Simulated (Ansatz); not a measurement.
Crystal: HfN.

```
CELL_PARAMETERS angstrom
0.00000 2.45482 2.45482
2.45482 0.00000 2.45482
2.45482 2.45482 0.00000
ATOMIC_POSITIONS crystal
Hf 0.00000 0.00000 0.00000
N 0.25000 0.25000 0.25000
```

The cell comes from a database or a generator and needn't be the stable form of this composition.

Base run:

```yaml
Program: Ansatz 0.2.0
Functional: PBEsol
Potentials_or_basis: all-electron LAPW, scalar-relativistic
Cutoff: 392 eV
Density_cutoff: 1568 eV
Basis_error_allowed: 0.001 eV/atom
k_mesh: 9 × 9 × 9
Occupations: fermi-dirac, width 0.05 eV
Spin: no spin polarisation
Hubbard_terms: Hf d U = 6 eV
```

Its results: pressure 3.8 GPa.

**Question.** After a change of settings the same cell gave: pressure -5.0 GPa. Which change was it?
A. functional from PBEsol to LDA; hubbard terms from Hf d U = 6 eV to none
B. hubbard terms from Hf d U = 6 eV to Hf d U = 2 eV
C. k mesh from 9 × 9 × 9 to 7 × 7 × 7; hubbard terms from Hf d U = 6 eV to none

**Answer.** C.

Caveats: U is the effective U less J, on atomic orbitals that reach past the spheres (some runs); U without spin polarisation on a metal has little footing (some runs); the k mesh is thin for a metal, which can move the energy by tens of meV per atom (some runs).

Not every run made on this cell is shown here.
